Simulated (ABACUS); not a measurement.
## Ga in ABACUS: the effect of functional

Ga, a slab with vacuum:

```xyz
5
Lattice="2.8080 0.0000 0.0000 -1.4040 2.6343 0.0000 0.0000 0.0000 24.5038" Properties=species:S:1:pos:R:3 pbc="T T T"
Ga    0.0000    1.4966    7.5000
Ga    1.4040    0.3588    9.8760
Ga    1.4040    1.8554   12.2519
Ga    0.0000    0.7176   14.6279
Ga    0.0000    2.2142   17.0038
```

The slab is cut from a database's or a generator's crystal, which needn't be the stable form of the element.

Alike in all runs:

* Program: ABACUS 3.10.1
* Task: single point
* Potentials or basis: SG15 ONCV 1.2 PBE
* Cutoff: 1361 eV
* Density cutoff: 5442 eV
* Basis: DZP LCAO (the cutoffs set its grid)
* k mesh: 11 × 11 × 1
* Occupations: fermi-dirac, width 0.05 eV
* Spin: no spin polarisation

```tsv
functional	largest force (eV/Å)
LDA	0.06
PBEsol	0.14
PW91	0.40
RPBE	?
```

Question: What does the run with functional RPBE give?

Answer: Largest force 0.34 eV/Å.

Caveats: the atomic orbitals were generated for these runs and aren't a published set; the potentials were made for another functional, which shifts forces and pressure; confined orbitals describe the vacuum poorly, which shifts work functions (some runs).

Runs at the PBE level aren't shown here.
